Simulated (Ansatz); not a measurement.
# LAPW volumes and bulk moduli in simple lattices

All-electron LAPW (Ansatz 0.2.0), scalar-relativistic, no spin, Fermi–Dirac smearing 0.136 eV, k-meshes of 8 to 18 points an axis; Birch–Murnaghan fits to pressures. Some or most of these lattices are hypothetical for the element, and V0 is the minimum nearest the starting volume; lattices without a usable fit are left out; mesh and smearing are coarse, and magnetic elements are treated as non-magnetic.

```csv
element,lattice,functional,V0 (Å³/atom),B0 (GPa),B′,k-points per axis
Sc,bcc,LDA,22.83,58,3.1,13
Sc,bcc,PBE,25.02,52,3.3,13
Sc,bcc,PBEsol,24.01,55,3.2,13
Sc,diamond,PBEsol,32.07,9.5,3.5,8
Sc,fcc,LDA,22.56,57,3.1,13
Sc,fcc,PBEsol,23.79,53,3.1,12
Sc,sc,LDA,23.32,40,2.9,12
Sc,sc,PBE,26.34,35,3.1,11
Sc,sc,PBEsol,24.92,37,3.0,11
```

(1) Give V0 and B0 for fcc Sc in PBE.

(2) Give V0 and B0 for diamond Sc in PBE.

## Answers

(1) 24.86 Å³/atom and 50.8 GPa.

(2) 36.90 Å³/atom and 7.9 GPa.
